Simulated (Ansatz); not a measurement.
Crystal: Ta.

```xyz
2
Lattice="2.9004 0.0000 0.0000 -1.4502 2.5118 0.0000 0.0000 0.0000 5.1663" Properties=species:S:1:pos:R:3 pbc="T T T"
Ta    0.0000    1.6745    1.2916
Ta    1.4502    0.8373    3.8747
```

This isn't the form of Ta at room conditions, which is bcc.

| Quantity | Value |
| --- | --- |
| Program | Ansatz 0.2.0 |
| Task | single point |
| Functional | PBE |
| Potentials or basis | all-electron LAPW, scalar-relativistic |
| Cutoff | 252 eV (chosen from the basis error) |
| Basis error allowed | 0.001 eV/atom |
| k mesh | 11 × 11 × 5 |
| Occupations | fermi-dirac, width 0.05 eV |
| Spin | no spin polarisation |

On this cell: pressure -1.0 GPa; largest force under 0.003 eV/Å; band gap on the k mesh none (metal or under the smearing width).

The same run follows on a disturbed copy (atoms moved at random, drawn with an rms of 0.05 Å):

```
Ta
1.0
     2.90037    0.00000    0.00000
    -1.45019    2.51180    0.00000
     0.00000    0.00000    5.16627
Ta
2
Direct
  0.33032 0.67247 0.24286
  0.66260 0.32497 0.75926
```

Question: What changes?

Answer: The energy (extrapolated to zero smearing) moves by +19.4 meV/atom; pressure -0.4 GPa; largest force 0.949 eV/Å; band gap on the k mesh none (metal or under the smearing width).

Forces on the atoms (eV/Å):
```
Ta  -0.023  0.040  0.948
Ta   0.023 -0.040 -0.948
```

Stress tensor (GPa, compression positive):
```
-1.63  0.31 -0.06
 0.31 -0.20  0.13
-0.06  0.13  0.59
```
